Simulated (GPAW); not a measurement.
Crystal: CdTe.

```
CELL_PARAMETERS angstrom
0.00000 3.20500 3.20500
3.20500 0.00000 3.20500
3.20500 3.20500 0.00000
ATOMIC_POSITIONS crystal
Te 0.75000 0.75000 0.75000
Cd 0.00000 0.00000 0.00000
```

| Item | Value |
| --- | --- |
| Program | GPAW 26.7.0 |
| Task | relaxation of cell and atoms |
| Functional | PBEsol |
| Potentials or basis | PAW data sets generated in the run's folder for this functional |
| Cutoff | 600 eV |
| Basis | pw |
| k mesh | 7 × 7 × 7 |
| Occupations | fermi-dirac, width 0.05 eV |
| Spin | no spin polarisation |

At the start: pressure 1.3 GPa; volume 32.92 Å³/atom.

Question: How do energy, volume and symmetry change on relaxing?

Answer: Over 3 steps the energy falls by 3.6 meV/atom and the volume is 33.83 Å³/atom (+2.8 %); space group F-43m (No. 216, to 0.05 Å).

The path:
```csv
step,energy change (eV),largest force (eV/Å),pressure (GPa),volume (Å³)
1,0.0000,0.0000,1.26,65.84
2,-0.0026,0.0000,1.00,66.21
3,-0.0073,0.0000,0.04,67.66
```

Final structure:
```
Te Cd
1.0
     0.00000    3.23413    3.23413
     3.23413    0.00000    3.23413
     3.23413    3.23413    0.00000
Te Cd
1 1
Direct
  0.75000 0.75000 0.75000
  0.00000 0.00000 0.00000
```

Caveat: later steps reuse the first step's grids.
